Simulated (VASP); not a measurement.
A run of VASP 6.6.1 is set up as follows.

INCAR

```
SYSTEM = Be2C
PREC = Accurate
ENCUT = 520
EDIFF = 1E-6
ISMEAR = 0
SIGMA = 0.01
LREAL = .FALSE.
LASPH = .TRUE.
NELM = 100
ALGO = Fast
ISIF = 2
LWAVE = .FALSE.
LCHARG = .FALSE.
GGA = PE
NBANDS = 11
```

The input KPOINTS:

```
Automatic mesh
0
G
  7 7 7
  0 0 0
```

Contents of POSCAR:

```
Be2C
1.0
    0.0000000000      2.1650000000      2.1650000000
    2.1650000000      0.0000000000      2.1650000000
    2.1650000000      2.1650000000      0.0000000000
Be C
2 1
Direct
    0.2500000000      0.2500000000      0.2500000000
    0.7500000000      0.7500000000      0.7500000000
    0.0000000000      0.0000000000      0.0000000000
```

Potentials or basis: VASP PAW PBE potentials, release 64 (Be, C).

Command:

```bash
$ cat potpaw_PBE.64/Be/POTCAR potpaw_PBE.64/C/POTCAR > POTCAR
$ mpirun -np 1 vasp_std > vasp.out
```

Question: What does it give for the pressure?

Answer: 0.1 GPa.

Question: Estimate the band gap on the k mesh.

Answer: 1.39 eV, indirect (least direct gap 4.12 eV).

Caveat: an odd mesh through Γ misses points on the zone boundary, where band edges often lie.
